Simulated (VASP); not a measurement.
# MgO, band structure: which settings are enough?

MgO, P-6m2 (no. 187), 2 atoms in the cell. PBE; PAW potentials Mg, O (PBE set). VASP 6.6.1.

Wanted: band energies at the path's corners within 0.02 eV; smallest gap over path and mesh within 0.01 eV.

What the run is for: bands; Accuracy asked: standard; Route: fixed density (ICHARG 11).

Band energies at the path's corners: counted from the valence top.

POSCAR:
```
MgO
1.0
    2.9380209034      0.0000000000      0.0000000000
   -1.4690104517      2.5444007392      0.0000000000
    0.0000000000      0.0000000000      2.6796800000
Mg O
1 1
Direct
    0.0000000000      0.0000000000      0.0000000000
    0.3333333333      0.6666666667      0.5000000000
```

The series start from Plane-wave cutoff (eV): 460; k-point mesh: 7 × 7 × 7; k points a path segment: 12; Electronic threshold (eV): 1e-6; Precision mode (PREC): Accurate; Bands in all (NBANDS): 16; Aspherical gradient terms in the spheres (LASPH): yes. Each series keeps the choices made before it, and each single choice may use up half of a tolerance. Times cover all steps of a run.

## Plane-wave cutoff (eV)

| Plane-wave cutoff (eV) | Band energies at the path's corners, largest deviation (eV) | Smallest gap over path and mesh (eV) | Time (s) |
|---|---|---|---|
| 320 | 0.116 | 2.989 | 11 |
| 400 | 0.039 | 3.003 | 13 |
| 460 | 0.006 | 3.000 | 15 |
| 520 | 0.004 | 2.998 | 17 |
| 640 (reference) | 0.000 | 3.000 | 20 |

Chosen: 460, the loosest value from which every tighter one stays within half of the tolerance.

## k-point mesh

| k-point mesh | Band energies at the path's corners, largest deviation (eV) | Smallest gap over path and mesh (eV) | Time (s) |
|---|---|---|---|
| 3 × 3 × 3 | 0.099 | 2.937 | 12 |
| 4 × 4 × 4 | 0.028 | 2.983 | 14 |
| 5 × 5 × 4 | 0.017 | 2.989 | 14 |
| 6 × 6 × 5 | 0.005 | 2.997 | 14 |
| 7 × 7 × 7 | 0.001 | 3.000 | 15 |
| 9 × 9 × 8 | 0.000 | 3.000 | 19 |
| 11 × 11 × 10 (reference) | 0.000 | 3.001 | 25 |

Chosen: 6 × 6 × 5.

## Electronic threshold (eV)

| Electronic threshold (eV) | Band energies at the path's corners, largest deviation (eV) | Smallest gap over path and mesh (eV) | Time (s) |
|---|---|---|---|
| 0.001 | 0.005 | 2.993 | 8.8 |
| 0.0001 | 0.000 | 2.996 | 9.6 |
| 1e-5 | 0.000 | 2.996 | 10 |
| 1e-6 | 0.000 | 2.997 | 11 |
| 1e-7 (reference) | 0.000 | 2.997 | 11 |

Chosen: 0.001.

## Precision mode (PREC)

| Precision mode (PREC) | Band energies at the path's corners, largest deviation (eV) | Smallest gap over path and mesh (eV) | Time (s) |
|---|---|---|---|
| SingleN | 0.006 | 2.997 | 5.3 |
| Normal | 0.001 | 2.993 | 5.7 |
| Accurate (reference) | 0.000 | 2.993 | 8.8 |

Chosen: SingleN.

## Bands in all (NBANDS)

| Bands in all (NBANDS) | Band energies at the path's corners, largest deviation (eV) | Smallest gap over path and mesh (eV) | Time (s) |
|---|---|---|---|
| 6 | 0.008 | 2.988 | 3.5 |
| 7 | 0.003 | 2.991 | 3.8 |
| 8 | 0.003 | 2.991 | 4.4 |
| 10 | 0.002 | 2.992 | 4.4 |
| 16 | 0.001 | 2.997 | 5.3 |
| 26 (reference) | 0.000 | 2.997 | 7.8 |

Chosen: 16.

## Aspherical gradient terms in the spheres (LASPH)

| Aspherical gradient terms in the spheres (LASPH) | Band energies at the path's corners, largest deviation (eV) | Smallest gap over path and mesh (eV) | Time (s) |
|---|---|---|---|
| yes | 0.000 | 2.997 | 5.3 |
| no | 0.001 | 2.997 | 4.8 |

Chosen: yes; no other choice that stays within half of the tolerance saves 30 % of the time.

Also changed on the way, by series that aren't shown: k points a path segment: 5.

## All choices together

| Input | Band energies at the path's corners, largest deviation (eV) | Smallest gap over path and mesh (eV) | Time (s) |
|---|---|---|---|
| the program's defaults (naive) | 0.037 | 3.000 | 4.9 |
| chosen settings | 0.007 | 2.997 | 5.3 |
| reference settings throughout | 0.000 | 3.000 | 80 |

The tolerance is met.

## The input

INCAR.step1:
```
GGA      = PE             # functional
ISMEAR   = 0              # smearing method
SIGMA    = 0.03           # smearing width, eV
LWAVE    = False          # write WAVECAR
LCHARG   = True           # write CHGCAR
NBANDS   = 16             # bands
PREC     = SingleN        # precision mode
LASPH    = True           # aspherical terms in the spheres
LREAL    = False          # projectors in reciprocal space
ALGO     = Normal         # electronic algorithm
EDIFF    = 0.001          # SCF threshold, eV
NELM     = 120            # most SCF steps
GGA_COMPAT= False        
ENCUT    = 460            # plane-wave cutoff, eV
EFERMI   = MIDGAP        
```

INCAR.step2, as INCAR.step1 but for:
```
- LCHARG = True
+ LCHARG = False
+ ICHARG = 11
```

KPOINTS.step1:
```
Automatic mesh
0
Gamma
  6 6 5
  0 0 0
```

KPOINTS.step2:
```
path GMKGALHA,LM,KH
5
line-mode
reciprocal
 0.0000000000  0.0000000000  0.0000000000  G
 0.5000000000  0.0000000000  0.0000000000  M

 0.5000000000  0.0000000000  0.0000000000  M
 0.3333333333  0.3333333333  0.0000000000  K

 0.3333333333  0.3333333333  0.0000000000  K
 0.0000000000  0.0000000000  0.0000000000  G

 0.0000000000  0.0000000000  0.0000000000  G
 0.0000000000  0.0000000000  0.5000000000  A

 0.0000000000  0.0000000000  0.5000000000  A
 0.5000000000  0.0000000000  0.5000000000  L

 0.5000000000  0.0000000000  0.5000000000  L
 0.3333333333  0.3333333333  0.5000000000  H

 0.3333333333  0.3333333333  0.5000000000  H
 0.0000000000  0.0000000000  0.5000000000  A

 0.5000000000  0.0000000000  0.5000000000  L
 0.5000000000  0.0000000000  0.0000000000  M

 0.3333333333  0.3333333333  0.0000000000  K
 0.3333333333  0.3333333333  0.5000000000  H
```

Commands (each step's output is kept before the next begins):
```
cat potpaw_PBE.64/Mg/POTCAR potpaw_PBE.64/O/POTCAR > POTCAR
cp INCAR.step1 INCAR
cp KPOINTS.step1 KPOINTS
mpirun -np 1 vasp_std > vasp.out
cp INCAR.step2 INCAR
cp KPOINTS.step2 KPOINTS
mpirun -np 1 vasp_std > vasp.out
```

Limits: PBE gaps are mostly well below measured ones.

The chosen input took VASP 6.6.1 5.3 s on 1 core (Intel Xeon Platinum 8124M @ 3.00GHz (Skylake/Cascade Lake)), a shared host.

## An input that fails: too few electronic steps

The electronic loop stops at its limit of 5 steps.

Changes against the starting input:
```
- NELM = 120
+ NELM = 5
```
